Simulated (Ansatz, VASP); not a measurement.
Two plane-wave programs on MgO

```
CELL_PARAMETERS angstrom
2.93802 0.00000 0.00000
-1.46901 2.54440 0.00000
0.00000 0.00000 2.67968
ATOMIC_POSITIONS crystal
Mg 0.00000 0.00000 0.00000
O 0.33333 0.66667 0.50000
```

Measurements of this composition are mostly on another form, of space group No. 225.

Alike in both runs: task single point; functional r2SCAN; k mesh 12 × 12 × 8; no spin polarisation.

|  | VASP | Ansatz |
| --- | --- | --- |
| version | VASP 6.6.1 | Ansatz 0.2.0 |
| potentials or method | VASP PAW PBE potentials, release 64 (Mg, O) | plane waves, PAW |
| plane-wave cutoff (eV) | 520 | 500 |
| occupations | gaussian, width 0.01 eV | fixed |
| valence electrons in the cell | 8 | 16 |

VASP gave:

| Quantity | Value |
| --- | --- |
| gap on the k mesh at the Fermi level (eV) | 3.76 |
| pressure (GPa) | -6.2 |
| largest component of the traceless stress (GPa) | 0.71 |

Question: What did Ansatz give for the same quantities?

Answer: gap on the k mesh at the Fermi level (eV): 3.78; pressure (GPa): -5.2; largest component of the traceless stress (GPa): 0.55.

The two sets of potentials don't hold the same shells in valence.

Caveats: the PAW data sets were made with another functional, which shifts forces and pressure a little (VASP). A k mesh can miss the band edges. r2SCAN opens gaps a little over a GGA but as a rule still falls short of measured ones.
